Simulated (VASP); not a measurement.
Input of a VASP 6.6.1 run:

File INCAR:

```
SYSTEM = Te
ALGO = Normal ; BPARAM = 11.95
CPARAM = 0.0093 ; EDIFF = 1E-7
EDIFFG = -0.01 ; ENCUT = 600
IBRION = 2 ; ISIF = 4
ISMEAR = 0 ; IVDW_NL = 2
LASPH = .True. ; LCHARG = .False.
LMIXTAU = .True. ; LREAL = .False.
LUSE_VDW = .True. ; LWAVE = .False.
METAGGA = R2SCAN ; NELM = 80
NSW = 40 ; PREC = Accurate
SIGMA = 0.03
```

KPOINTS

```
k-points
0
Gamma
  9 9 6
  0 0 0
```

Contents of POSCAR:

```
Te                                      
1.0
    4.4710550529      0.0000000000      0.0000000000
   -2.2355275265      3.8720472576      0.0000000000
    0.0000000000      0.0000000000      5.9556104637
  Te            
     3
Direct
     0.2652273577470936    0.0000000000000000    0.3333333332999970
     0.0000000000000000    0.2652273577470936    0.6666666667000030
     0.7347726422529064    0.7347726422529064    0.0000000000000000
```

Potentials or basis: VASP PAW PBE potentials, release 64 (Te).

Run with:

```bash
$ cat potpaw_PBE.64/Te/POTCAR > POTCAR
$ mpirun -np 1 vasp_std > vasp.out
```

Estimate the band gap on the k mesh.

0.31 eV, direct.

Forces in eV/Å, atoms in the order of the input:
```
Te   0.004  0.000  0.000
Te  -0.002  0.004  0.000
Te  -0.002 -0.004  0.000
```

Caveat: the relaxation stopped at its first step, so nothing moved; the PAW data sets were made with another functional, which shifts forces and pressure a little; spin-orbit coupling is left out, which moves the levels of the heavy elements; an odd mesh through Γ misses points on the zone boundary, where band edges often lie.
